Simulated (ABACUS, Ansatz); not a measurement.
## BAs: energy against volume and a worked fit

The structure is cubic, space group F-43m (No. 216). The conventional cell has a = 4.777 Å, b = 4.777 Å, c = 4.777 Å, α = 90.00°, β = 90.00°, γ = 90.00°. Around As (site symmetry -43m) lie 4 B at 2.07 Å. Around B (site symmetry -43m) lie 4 As at 2.07 Å.

The cell was scaled at fixed shape and fractions and run with Ansatz, PseudoDojo stringent, cutoff 1415 eV; PBEsol, k mesh 10 × 10 × 10 on the cell of 2 atoms, fermi-dirac occupations of 0.05 eV, no spin polarisation, no spin-orbit coupling. The potentials were made for PBE. Energies are those that the program minimises, any entropy of the smearing included.

```csv
V (Å³/atom),energy over the lowest row (meV/atom)
12.8087,19.848
13.0812,7.670
13.3537,1.241
13.6262,0.000
13.8988,?
14.1713,11.117
14.4438,22.605
```

**Question.** Fit the third-order Birch-Murnaghan form, give V0, B0 and B′, and predict the energy left open.

**Answer.** With y = (V0/V)^(2/3), E = E0 + (9 V0 B0/16) [(y - 1)³ B′ + (y - 1)² (6 - 4y)]. Least squares through the rows shown give V0 = 13.5583 Å³/atom, E0 = -0.147 meV, B0 = 140.4 GPa (1 eV/Å³ = 160.218 GPa) and B′ = 4.10, with a largest miss of 0.005 meV. At V = 13.8988 the form with these constants gives 3.445 meV; the run gave 3.446 meV an atom. Other set-ups at this level, from all their volumes (Å³/atom, GPa): ABACUS, PseudoDojo NC SR 0.4.1 PBEsol standard, plane waves: V0 13.557, B0 140.2; Ansatz, Ansatz PAW (made for PBE): V0 13.548, B0 140.4; Ansatz, JTH PAW (made for PBE): V0 13.547, B0 140.2; Ansatz, PseudoDojo standard (made for PBE): V0 13.557, B0 140.2. Measured volume: 13.62 Å³/atom at 300 K (arxiv:1906.04101), so the fit lies -0.5 % from it. Measured modulus: 148 GPa (arxiv:1911.11281, doi:10.1063/1.5116025), so the fit lies -5.1 % from it. The runs are for a static lattice.
